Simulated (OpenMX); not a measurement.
# Zr under changes of volume

One of the cells (23.281 Å³/atom); the others are scaled copies at fixed shape and fractional positions:

```
CELL_PARAMETERS angstrom
3.23200 0.00000 0.00000
-1.61600 2.79899 0.00000
0.00000 0.00000 5.14700
ATOMIC_POSITIONS crystal
Zr 0.66667 0.33333 0.75000
Zr 0.33333 0.66667 0.25000
```

```yaml
Program: OpenMX 3.8.5
Functional: PBE
Potentials_or_basis: OpenMX 2013 PBE set, Zr7.0-s3p2d2f1, fixed grid of 35 × 35 × 63 points
k_mesh: 9 × 9 × 5
Occupations: fermi-dirac, width 0.05 eV
Spin: no spin polarisation
```

```csv
volume (Å³/atom),energy over the lowest point (meV/atom),largest force (eV/Å)
21.884,35.00,0.007
22.350,16.61,0.006
22.815,5.12,0.010
23.281,0.00,0.007
23.746,0.69,0.007
24.212,6.76,0.011
24.678,?,?
```

Question: What does the run at 24.678 Å³/atom give?

Answer: Energy over the lowest point 17.81 meV/atom; largest force 0.006 eV/Å.

Worked out: A Birch-Murnaghan fit of order 3 (a polynomial in V^(-2/3)) to the other rows has its minimum at 23.45 Å³/atom with B0 = V·E''(V) = 98 GPa and B' = 3.2 at fixed shape and positions, which overstates the stiffness. It gives 17.78 meV/atom at 24.678 Å³/atom, against the run's 17.81.

Energies are extrapolated to zero smearing.

Caveats: the basis of atomic orbitals isn't converged, which shifts pressures, moduli and gaps.
